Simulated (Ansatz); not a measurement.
# AlN (Fm-3m) in Ansatz: notebook

The runs below take AlN through single point, relaxation of cell and atoms, with PBE, revPBE, revPBE+D3(BJ), revPBE+D4.

All numbers are computed with Ansatz 0.2.0; they aren't measurements. Logs are shortened: lines on timing, memory, paths and dates and some standing lists are left out, and cuts for length are marked.

### 1 Starting point

Symmetry: Fm-3m, No. 225, cubic system. Conventional cell: a = 4.069 Å, b = 4.069 Å, c = 4.069 Å, α = 90.00°, β = 90.00°, γ = 90.00°. Al (site symmetry m-3m) has 6 N at 2.03 Å as nearest neighbours. N (site symmetry m-3m) is surrounded by 6 Al at 2.03 Å.

Measurements of this composition are mostly on another form, of space group No. 186.

### 2 Single point, PBE

input.yaml reads:

```yaml
crystal:
  lattice:
    - [0.0, 2.034518, 2.034518]
    - [2.034518, 0.0, 2.034518]
    - [2.034518, 2.034518, 0.0]
  atoms:
    - { symbol: Al, position: [0.5, 0.5, 0.5] }
    - { symbol: "N", position: [0.0, 0.0, 0.0] }
hamiltonian:
  xc: pbe
  pseudopotentials: { kind: paw }
kpoints:
  mp_grid: { grid: [11, 11, 11] }
scf:
  occupations: { method: fermi_dirac, width: 0.05 }
output:
  forces: true
  stress: true
  eigenvalues: true
```

Potentials or basis: Ansatz PAW.

The run is started by

```
> ansatz run input.yaml --threads 2 --pin off --max-ram 5632MiB --backend cpu --events-out ev --progress --plain --runs-dir out
```

Log:

```text
Warning: RAYON_NUM_THREADS=2 ignored (pool sized by the plan → 2); use --threads N
Engine: ansatz 0.2.0, x86_64-unknown-linux-gnu
Pseudopotentials: kind: paw
Pseudopotential: Al, paw, valence charge 3, recommended cutoff 420 eV (normal), Al.paw.azcp
Pseudopotential: N, paw, valence charge 5, recommended cutoff 420 eV (normal), N.paw.azcp
Functional definition: PBE
  parameter kappa = 0.804
  parameter beta = 0.06672455060314922
  exchange = pbe_x(kappa = kappa, mu = beta*pi^2/3)
  correlation = pbe_c(beta = beta)
Crystal: 2 atoms, lattice volume = 16.843 Å³
Basis set: ecut = 420 eV, 331 PW (Γ), exchange–correlation on 40×40×40 points (8 copies of the dense FFT grid, shifted against one another)
Bands: 8, of which v1, the nominal top of the filled ones, is band 4 counted from 1 (3 counted from 0)
Symmetry: 48 space group operations
Space group: Fm-3m (ITA 225), of the structure as read, at distance tolerance 2.6e-5 Å
k-points: 56 of 1331
Non-local potential: Al, projectors of the file, l = 0: 2, l = 1: 2, l = 2: 1
Non-local potential: N, projectors of the file, l = 0: 2, l = 1: 2, l = 2: 1
PAW form: soft (Blöchl's): semilocal exchange-correlation on the pseudo side does not see the compensation charge
PAW one-centre angular grid: Al, 110 points (default); XC on 64 Gauss nodes
PAW one-centre angular grid: N, 110 points (default); XC on 64 Gauss nodes
Initial density: superposition of atomic densities (neutral atoms: chi_scale 0, normalization atom), corrected by the library's trained network
Initial wavefunctions: pseudopotential atomic-orbital guess
Functional: x = pbe(κ = 0.804, μ = 0.2195149727645171), c = pbe(β = 0.06672455060314922)
SCF iter   1: F=—  HF=-923.916594 eV  |F-HF|=—  |Δ(HF+E_count)|=         —  Δρ=1.24e-3  dr2=6.27e-5  ethr=1.77e-3  ⟨swp⟩=4.4  Hψ=3063  notcnv=0
preconditioner: auto → none  [insulator: Δε(μ)=4.575 eV  Ē_g=16.588 eV  σ=0.050 eV  W_gap=1.00  n_scr=0 (ndim 8)  ℏωp=25.6 eV  f_vac=0.000  D(μ)=0.00/eV (n_scr^D=0)  ε∞_Penn≈3.4]
SCF iter   2: F=—  HF=-923.916670 eV  |F-HF|=—  |Δ(HF+E_count)|=   7.63e-5  Δρ=6.33e-4  dr2=1.62e-5  ethr=7.84e-7  ⟨swp⟩=2.0  Hψ=1123  notcnv=0
SCF iter   3: F=—  HF=-923.916725 eV  |F-HF|=—  |Δ(HF+E_count)|=   5.46e-5  Δρ=1.02e-4  dr2=1.50e-6  ethr=2.02e-7  ⟨swp⟩=2.6  Hψ=703  notcnv=0
SCF iter   4: F=—  HF=-923.916725 eV  |F-HF|=—  |Δ(HF+E_count)|=   2.81e-7  Δρ=3.31e-5  dr2=1.26e-7  ethr=1.88e-8  ⟨swp⟩=2.2  Hψ=637  notcnv=0
iter 5 did not close the SCF: its close was put off for the readings that it lacked (scf_convergence_deferred on its scf_iter line)
SCF iter   5: F=-923.916725 eV  HF=-923.916725 eV  |F-HF|=5.01e-9  |Δ(HF+E_count)|=   3.13e-8  Δρ=1.29e-5  dr2=1.34e-8  ethr=1.57e-9  ⟨swp⟩=2.0  Hψ=611  notcnv=0
SCF iter   6: F=-923.916725 eV  HF=-923.916725 eV  |F-HF|=9.89e-12  |Δ(HF+E_count)|=  3.15e-10  Δρ=5.86e-7  dr2=3.04e-11  ethr=1.68e-10  ⟨swp⟩=1.8  Hψ=1612  notcnv=0
SCF 1 converged in 6 iterations: F = -923.916725 eV  dr2 = 3.04e-11
SCF converged after 6 iterations
Free energy (F): -923.916725 eV
Harris-Foulkes:  -923.916725 eV  (|F-HF|=9.89e-12)
Internal energy: -923.916725 eV  (E = F + TS)
E sigma→0 (E₀):  -923.916725 eV
Fermi energy:    13.248995 eV
--- Per-component energies (eV) ---
  E_band       = 37.281617
  E_kinetic    = 162.063774
  E_local      = -171.068503  (includes V_loc(G=0)·N_el)
  E_nonlocal   = 54.105935
  E_hartree    = 62.305584
  E_xc         = -102.935672
  E_vxc        = -109.581945  (∫ρ·V_xc dr)
  E_paw        = -594.716005  (= ΣΔE_a)
  E_vpaw       = -22.848960  (= ΣTr[D̂ρ^β])
  E_aug_tail   = 0.000098  (compensation charges beyond the density's cutoff)
  E_ewald      = -333.671934
  E_smearing   = -0.000000  (= −TS)
  E_closure    = 0.000000  (closes the sum)
  Σ components = -923.916725   (vs F -923.916725, Δ=0.00e0)
--- Forces (eV/Å), atoms counted from 1 ---
  atom   1  Al     0.00000000    -0.00000000    -0.00000000
  atom   2  N     -0.00000000    -0.00000000    -0.00000000
  max |Σ_I F_I| component: 2.79e-31 eV/Å
--- Stress (GPa, compression-positive) ---
        0.284180       0.000000      -0.000000
       -0.000000       0.284180       0.000000
        0.000000       0.000000       0.284180
  P = ⅓ Tr σ = 0.2842 GPa (2.842 kbar)
--- Band table (eV; the first three rows and the last of 56) ---
  k-point 0: bands = ["-6.4070", "10.9593", "10.9593", "10.9593", "16.3551", "23.0067", "23.0067", "23.0067"]
  k-point 1: bands = ["-6.2406", "10.0995", "10.8602", "10.8602", "16.9072", "22.2311", "23.2546", "23.2546"]
  k-point 2: bands = ["-5.7538", "8.2389", "10.6115", "10.6115", "17.6363", "21.5748", "23.5140", "23.5140"]
  k-point 55: bands = ["-2.1774", "5.1475", "5.4288", "7.4574", "18.6609", "20.9612", "22.1458", "23.3421"]
```

Run time: 0.31 s. Hardware: 2 threads of Intel Xeon 6975P-C (Granite Rapids), shared host; peak memory 0.28 GiB.

What came out:

| Quantity | Value |
| --- | --- |
| Free energy | -923.9167 eV |
| Pressure | 0.3 GPa |
| Band gap on the k mesh | 4.58 eV, indirect (least direct gap 5.40 eV) |

Caveat: odd divisions of the mesh miss points on the zone boundary, where band edges often lie, so the gap on the mesh can be too wide; the pressure holds a Pulay correction of +0.5 GPa for the finite cutoff. A k mesh can miss the band edges.

### 3 Relaxation of cell and atoms, revPBE

Edit input.yaml of step 2 so:

```diff
@@ -9,3 +9,3 @@
 hamiltonian:
-  xc: pbe
+  xc: revpbe
   pseudopotentials: { kind: paw }
@@ -19 +19,9 @@
   eigenvalues: true
+  write_density: true
+  write_potential: true
+  elf: true
+  volumetric_format: npy
+relax:
+  f_tol: 0.01
+  max_steps: 40
+  cell: { stress_tol: 0.05 }
```

Potentials or basis: Ansatz PAW.

The run is started by

```
> ansatz run input.yaml --threads 2 --pin off --max-ram 5632MiB --backend cpu --events-out ev --progress --plain --runs-dir out
```

Wall time 1.7 s (2 threads of Intel Xeon 6975P-C (Granite Rapids), shared host); peak memory 0.33 GiB.

Results (log left out):

| Property | Result |
| --- | --- |
| Free energy | -927.0413 eV |
| Relaxed volume | 8.55 Å³/atom |
| Relaxed cell | a = 2.892 Å, b = 2.892 Å, c = 2.892 Å, α = 60.00°, β = 60.00°, γ = 60.00° |
| Space group after relaxing (to 0.05 Å) | Fm-3m (No. 225) |
| Energy gained by relaxing | 1.5 meV/atom |
| Ionic steps | 6 |
| Pressure after relaxing | 0.0 GPa |
| Band gap on the k mesh | 4.53 eV, indirect (least direct gap 5.20 eV) |

The path:
```csv
step,energy change (eV),largest force (eV/Å),volume (Å³)
1,0.0000,0.0000,16.84
2,-0.0018,0.0000,16.96
3,-0.0022,0.0000,17.09
4,-0.0030,0.0000,17.09
5,-0.0029,0.0000,17.10
6,-0.0029,0.0000,17.10
```

Final structure:
```xyz
2
Lattice="0.0000 2.0448 2.0448 2.0448 0.0000 2.0448 2.0448 2.0448 0.0000" Properties=species:S:1:pos:R:3 pbc="T T T"
Al    2.0448    2.0448    2.0448
N     0.0000    0.0000    0.0000
```

Levels at points of the mesh, in eV from the valence-band top:
```
           k point  band 1  band 2  band 3  band 4  band 5  band 6  band 7  band 8
(0.00, 0.00, 0.00)  -17.27    0.00    0.00    0.00    5.20   12.03   12.03   12.03
```

Caveat: odd divisions of the mesh miss points on the zone boundary, where band edges often lie, so the gap on the mesh can be too wide; the plane-wave basis is chosen anew once the cell has moved, so the energies of steps on either side of that aren't comparable; the pressure holds a Pulay correction of +0.5 GPa for the finite cutoff; the PAW data sets come from PBE, with cores solved anew for the run's functional, which leaves a small shift of forces and pressure. Expect the measured gap to be larger: semilocal functionals such as revPBE lack the derivative discontinuity.

### 4 Relaxation of cell and atoms, revPBE+D3(BJ)

Edit input.yaml of step 3 so:

```diff
@@ -11,2 +11,3 @@
   pseudopotentials: { kind: paw }
+  dispersion: d3bj
 kpoints:
```

Potentials or basis: Ansatz PAW.

The run is started by

```
> ansatz run input.yaml --threads 2 --pin off --max-ram 5632MiB --backend cpu --events-out ev --progress --plain --runs-dir out
```

Log:

```text
Warning: RAYON_NUM_THREADS=2 ignored (pool sized by the plan → 2); use --threads N
[... 4 set-up lines as earlier in the session ...]
Functional definition: revPBE
  parameter kappa = 1.245
[... 3 set-up lines as earlier in the session ...]
Crystal: 2 atoms, lattice volume = 16.843 Å³
Basis set: ecut = 420 eV, 331 PW (Γ), exchange–correlation on 40×40×40 points (8 copies of the dense FFT grid, shifted against one another)
Bands: 8, of which v1, the nominal top of the filled ones, is band 4 counted from 1 (3 counted from 0)
[... 2 set-up lines as earlier in the session ...]
k-points: 56 of 1331
[... 3 set-up lines as earlier in the session ...]
PAW frozen core: Al, regenerated for the run's functional, and the local potential with it (the file was generated under x = pbe(κ = 0.804, μ = 0.2195149727645171), c = pbe(β = 0.06672455060314922))
PAW frozen core: N, regenerated for the run's functional, and the local potential with it (the file was generated under x = pbe(κ = 0.804, μ = 0.2195149727645171), c = pbe(β = 0.06672455060314922))
[... 4 set-up lines as earlier in the session ...]
Functional: x = revpbe(κ = 1.245, μ = 0.2195149727645171), c = pbe(β = 0.06672455060314922)
[... 80 lines left out ...]
  E_kinetic    = 164.086660
  E_local      = -166.885368  (includes V_loc(G=0)·N_el)
  E_nonlocal   = 53.609103
  E_hartree    = 61.544177
  E_xc         = -103.698445
  E_vxc        = -110.336814  (∫ρ·V_xc dr)
  E_paw        = -597.827662  (= ΣΔE_a)
  E_vpaw       = -22.524828  (= ΣTr[D̂ρ^β])
  E_aug_tail   = 0.000097  (compensation charges beyond the density's cutoff)
  E_ewald      = -337.805138
  E_disp       = -1.356636  (pairwise vdW)
  E_core_change = -0.028211  (= ΣΔE_core)
  E_smearing   = -0.000000  (= −TS)
  E_closure    = 0.000000  (closes the sum)
  Σ components = -928.361422   (vs F -928.361422, Δ=0.00e0)
--- Forces (eV/Å), atoms counted from 1 ---
  atom   1  Al     0.00000000    -0.00000000    -0.00000000
  atom   2  N     -0.00000000     0.00000000    -0.00000000
  max |Σ_I F_I| component: 2.30e-31 eV/Å
--- Stress (GPa, compression-positive) ---
       -0.002797      -0.000000       0.000000
       -0.000000      -0.002797      -0.000000
        0.000000      -0.000000      -0.002797
  P = ⅓ Tr σ = -0.0028 GPa (-0.028 kbar)
--- Band table (eV; the first three rows and the last of 56) ---
  k-point 0: bands = ["-6.1581", "11.5793", "11.5793", "11.5793", "17.5198", "23.7812", "23.7812", "23.7812"]
  k-point 1: bands = ["-5.9862", "10.7183", "11.4736", "11.4736", "18.0529", "23.0008", "24.0463", "24.0463"]
  k-point 2: bands = ["-5.4832", "8.8204", "11.2073", "11.2073", "18.7050", "22.4234", "24.3850", "24.3850"]
  k-point 55: bands = ["-1.7519", "5.5584", "5.8661", "7.9903", "19.7284", "21.8332", "23.0401", "24.4678"]
--- Relaxed structure (5 steps of the walk, 5 accepted, 2 SCFs on fresh bases) ---
  F+E_penalty+E_count = -928.36142245 eV   max|allowed force component| = 3.369e-31 eV/Å   (the final SCF, on the basis selected at the relaxed cell)
  cell:  # Å, volume = 16.2321 Å³
    - [8.996545041583887e-35, 2.009624719946166, 2.009624719946166]
    - [2.009624719946166, 2.046107452359375e-34, 2.009624719946166]
    - [2.009624719946166, 2.009624719946166, 4.713219130428421e-34]
  atoms:
    - { symbol: Al, position: [0.5, 0.5, 0.5] }
    - { symbol: N, position: [1.1438411208295412e-34, -1.3016123099094799e-34, -9.860699317495984e-35] }
```

Wall time 1.9 s (2 threads of Intel Xeon 6975P-C (Granite Rapids), shared host); peak memory 0.29 GiB.

What came out:

```
Free energy                            : -928.3614 eV
Relaxed volume                         : 8.12 Å³/atom
Relaxed cell                           : a = 2.842 Å, b = 2.842 Å, c = 2.842 Å, α = 60.00°, β = 60.00°, γ = 60.00°
Space group after relaxing (to 0.05 Å) : Fm-3m (No. 225)
Energy gained by relaxing              : 9.1 meV/atom
Ionic steps                            : 7
Pressure after relaxing                : 0.0 GPa
Band gap on the k mesh                 : 5.03 eV, indirect (least direct gap 5.94 eV)
```

The path:
```
step  energy change (eV)  largest force (eV/Å)  volume (Å³)
   1              0.0000                0.0000        16.84
   2             -0.0139                0.0000        16.55
   3             -0.0198                0.0000        16.23
   4             -0.0198                0.0000        16.24
   5             -0.0183                0.0000        16.24
   6             -0.0183                0.0000        16.23
   7             -0.0182                0.0000        16.23
```

Final structure:
```cif
data_structure
_symmetry_space_group_name_H-M 'P 1'
_symmetry_Int_Tables_number 1
_cell_length_a 2.8420
_cell_length_b 2.8420
_cell_length_c 2.8420
_cell_angle_alpha 60.000
_cell_angle_beta 60.000
_cell_angle_gamma 60.000
_cell_volume 16.23
loop_
_atom_site_label
_atom_site_type_symbol
_atom_site_fract_x
_atom_site_fract_y
_atom_site_fract_z
_atom_site_occupancy
Al1 Al 0.50000 0.50000 0.50000 1
N1 N 0.00000 0.00000 0.00000 1
```

Caveat: odd divisions of the mesh miss points on the zone boundary, where band edges often lie, so the gap on the mesh can be too wide; the plane-wave basis is chosen anew once the cell has moved, so the energies of steps on either side of that aren't comparable; the pressure holds a Pulay correction of +0.5 GPa for the finite cutoff; the PAW data sets come from PBE, with cores solved anew for the run's functional, which leaves a small shift of forces and pressure. A hybrid or GW would open this gap; revPBE tends to underestimate it.

### 5 Relaxation of cell and atoms, revPBE+D4

Edit input.yaml of step 4 so:

```diff
@@ -11,3 +11,3 @@
   pseudopotentials: { kind: paw }
-  dispersion: d3bj
+  dispersion: d4
 kpoints:
```

The run is started by

```
> ansatz run input.yaml --threads 2 --pin off --max-ram 5632MiB --backend cpu --events-out ev --progress --plain --runs-dir out
```

Run time: 3.3 s. Hardware: 2 threads of Intel Xeon 6975P-C (Granite Rapids), shared host; peak memory 0.33 GiB.

The run converged. Its results:

```
Free energy                            : -928.4635 eV
Relaxed volume                         : 8.09 Å³/atom
Relaxed cell                           : a = 2.839 Å, b = 2.839 Å, c = 2.839 Å, α = 60.00°, β = 60.00°, γ = 60.00°
Space group after relaxing (to 0.05 Å) : Fm-3m (No. 225)
Energy gained by relaxing              : 11.0 meV/atom
Ionic steps                            : 7
Pressure after relaxing                : 0.0 GPa
Band gap on the k mesh                 : 5.07 eV, indirect (least direct gap 5.99 eV)
```

The path:
```
step  energy change (eV)  largest force (eV/Å)  volume (Å³)
   1              0.0000                0.0000        16.84
   2             -0.0167                0.0000        16.52
   3             -0.0237                0.0000        16.16
   4             -0.0237                0.0000        16.18
   5             -0.0220                0.0000        16.18
   6             -0.0220                0.0000        16.17
   7             -0.0220                0.0000        16.17
```

Final structure:
```
Al N
1.0
     0.00000    2.00716    2.00716
     2.00716    0.00000    2.00716
     2.00716    2.00716    0.00000
Al N
1 1
Direct
  0.50000 0.50000 0.50000
  0.00000 0.00000 0.00000
```

Levels at points of the mesh, in eV from the valence-band top:
```tsv
k point	band 1	band 2	band 3	band 4	band 5	band 6	band 7	band 8
(0.00, 0.00, 0.00)	-17.77	0.00	0.00	0.00	5.99	12.21	12.21	12.21
```

Caveat: odd divisions of the mesh miss points on the zone boundary, where band edges often lie, so the gap on the mesh can be too wide; the plane-wave basis is chosen anew once the cell has moved, so the energies of steps on either side of that aren't comparable; the pressure holds a Pulay correction of +0.5 GPa for the finite cutoff; the PAW data sets come from PBE, with cores solved anew for the run's functional, which leaves a small shift of forces and pressure.

### 6 Single point, PBE (strained by +1 %)

input.yaml reads:

```yaml
crystal:
  lattice:
    - [0.0, 2.034518, 2.034518]
    - [2.05486318, 0.0, 2.034518]
    - [2.05486318, 2.034518, 0.0]
  atoms:
    - { symbol: Al, position: [0.5, 0.5, 0.5] }
    - { symbol: "N", position: [0.0, 0.0, 0.0] }
hamiltonian:
  xc: pbe
  pseudopotentials: { kind: paw }
kpoints:
  mp_grid: { grid: [11, 11, 11] }
scf:
  occupations: { method: fermi_dirac, width: 0.05 }
output:
  forces: true
  stress: true
  eigenvalues: true
```

Potentials or basis: Ansatz PAW.

The run is started by

```
> ansatz run input.yaml --threads 2 --pin off --max-ram 5632MiB --backend cpu --events-out ev --progress --plain --runs-dir out
```

Wall time 0.42 s (2 threads of Intel Xeon 6975P-C (Granite Rapids), shared host); peak memory 0.33 GiB.

Results (log left out):

| Item | Value |
| --- | --- |
| Free energy | -923.9149 eV |
| Pressure | -2.1 GPa |
| Band gap on the k mesh | 4.41 eV, indirect (least direct gap 5.21 eV) |

Stress tensor (GPa, compression positive):
```
-3.71  0.00  0.00
 0.00 -1.36  0.00
 0.00  0.00 -1.36
```

Levels at points of the mesh, in eV from the valence-band top:
```
           k point  band 1  band 2  band 3  band 4  band 5  band 6  band 7  band 8
(0.00, 0.00, 0.00)  -17.33   -0.07   -0.07    0.00    5.21   11.88   12.01   12.01
```

Caveat: odd divisions of the mesh miss points on the zone boundary, where band edges often lie, so the gap on the mesh can be too wide; the pressure holds a Pulay correction of +0.5 GPa for the finite cutoff. A k mesh can miss the band edges.

### 7 Overview

| task | level | cell | gap on the mesh (eV) | pressure (GPa) | relaxed volume (Å³/atom) |
| --- | --- | --- | --- | --- | --- |
| single point | PBE | as given | 4.58 | 0.3 | - |
| relaxation of cell and atoms | revPBE | relaxed | 4.53 | 0.0 | 8.55 |
| relaxation of cell and atoms | revPBE+D3(BJ) | relaxed | 5.03 | 0.0 | 8.12 |
| relaxation of cell and atoms | revPBE+D4 | relaxed | 5.07 | 0.0 | 8.09 |
| single point | PBE | strained by +1 % | 4.41 | -2.1 | - |

Alike in all rows: potentials or basis Ansatz PAW; no spin polarisation; k mesh 11 × 11 × 11; cutoff (eV) 420; smearing fermi-dirac 0.05 eV.

Caveats: odd divisions of the mesh miss points on the zone boundary, where band edges often lie, so the gap on the mesh can be too wide; the plane-wave basis is chosen anew once the cell has moved, so the energies of steps on either side of that aren't comparable (some runs); the PAW data sets come from PBE, with cores solved anew for the run's functional, which leaves a small shift of forces and pressure (some runs).

Absolute energies hang on the potentials; compare differences alone.
